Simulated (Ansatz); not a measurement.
**HfC (Fm-3m): convergence test of the plane-wave cutoff from a Python script**

How high a cutoff does HfC (Fm-3m) need? A script is to give a convergence test of the plane-wave cutoff; the system is HfC (Fm-3m).

Program: the Python package of Ansatz 0.2.0. Level of theory: DFT PBE, plane waves, PAW. These are calculated values, not measurements.

## 1. The system

Symmetry: Fm-3m, No. 225, cubic system. The conventional cell has a = 4.650 Å, b = 4.650 Å, c = 4.650 Å, α = 90.00°, β = 90.00°, γ = 90.00°. Around Hf (site symmetry m-3m) lie 6 C at 2.33 Å. C (site symmetry m-3m) has 6 Hf at 2.33 Å as nearest neighbours.

No structure file is read: the coordinates are typed or built in the script.

## 2. The script

File hfc.py:

```python
import ansatz
import pandas as pd
from pymatgen.core import Lattice, Structure
from pymatgen.io.ase import AseAtomsAdaptor

pmg_structure = Structure(
    Lattice([(0.0, 2.325, 2.325), (2.325, 0.0, 2.325), (2.325, 2.325, 0.0)]),
    ["Hf", "C"],
    [
        (0.5, 0.5, 0.5),
        (0.0, 0.0, 0.0),
    ],
)
cell = ansatz.Crystal.from_ase(AseAtomsAdaptor.get_atoms(pmg_structure))

calculation = (
    cell.calculation()
    .kpoints(9, 9, 9)
    .functional("pbe")
    .occupations(ansatz.OccupationsMethod.FERMI_DIRAC, width=100 * ansatz.meV)
    .stress()
)

rows = []
for value in [300, 375, 450, 525]:
    summary = calculation.basis(value).run().report
    rows.append((value, summary["free_energy_ev"] / len(summary["lattice"]["sites"]), summary["n_iterations"], sum(summary["stress_gpa"][i][i] for i in range(3)) / 3, summary["n_pw"]))

table = pd.DataFrame(rows, columns=["cutoff (eV)", "F/atom (eV)", "iterations", "P (GPa)", "plane waves"])
print(table.round(5).to_string(index=False))

for row in rows[:-1]:
    shift = 1000 * (row[1] - rows[-1][1])
    print(f"{row[0]}: {shift:+.2f} meV/atom" + ("  (within 5 meV)" if abs(shift) < 5 else ""))
```

## 3. The calls as engine input

The package turns the script's settings into the engine's input (first run):

```yaml
crystal:
  lattice:
    - [0.0, 2.325, 2.325]
    - [2.325, 0.0, 2.325]
    - [2.325, 2.325, 0.0]
  atoms:
    - { symbol: Hf, position: [0.5, 0.5, 0.5] }
    - { symbol: C, position: [0.0, 0.0, 0.0] }
basis:
  ecutwfc: 300.0
kpoints:
  mp_grid:
    grid: [9, 9, 9]
hamiltonian:
  xc: pbe
scf:
  occupations:
    method: fermi_dirac
    width: 0.1
output:
  stress: true
```

## 4. The run

Started as:

```sh
$ python hfc.py
```

**Question.** From which cutoff on is the energy per atom within 5 meV of the last row, and how does it get there?

The runs gave:

```
                              quantity           value
                         runs compared               4
       last run but one, from the last  +0.59 meV/atom
within 5 meV/atom of the last run from             450
```

Run 1 has a cutoff under the recommended one, so what rests on it isn't a property of the system. From 450 eV on it stays within 5 meV an atom of the value at 525 eV; the first row (300 eV) is off by 112.8 meV and the last but one by 0.59 meV. The energy falls steadily, as expected when plane waves are added. The pressure moves from 0.19 to 0.19 GPa (the program's stress holds a Pulay correction, so it settles early). Caveats:
- The mesh is modest for a metal, so energies can be off by several to tens of meV an atom and pressures by half a GPa or more; differences at equal mesh fare better.
- Pressure is positive in compression.
- Spin-orbit coupling, which matters for elements this heavy, is left out.
- Shifts are counted from the last row, which is itself no proven limit.
